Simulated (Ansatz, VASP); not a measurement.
LiCl in VASP and in Ansatz

```
Li Cl
1.0
     0.00000    2.57671    2.57671
     2.57671    0.00000    2.57671
     2.57671    2.57671    0.00000
Li Cl
1 1
Direct
  0.00000 0.00000 0.00000
  0.50000 0.50000 0.50000
```

Alike in both runs: task single point; functional PBE; k mesh 12 × 12 × 12; occupations gaussian, width 0.05 eV; no spin polarisation.

```csv
,VASP,Ansatz
version,VASP 6.6.1,Ansatz 0.2.0
potentials or method,"VASP PAW PBE potentials, release 64 (Li_sv, Cl)","scalar-relativistic, plane waves, PAW"
plane-wave cutoff (eV),520,420
valence electrons in the cell,10,10
```

Ansatz gave:

```
gap on the k mesh at the Fermi level (eV) : 6.25
least direct gap on the mesh (eV)         : 6.25
```

Q: Which values does VASP return?

A: gap on the k mesh at the Fermi level (eV): 6.26; least direct gap on the mesh (eV): 6.26.

 A k mesh can miss the band edges.
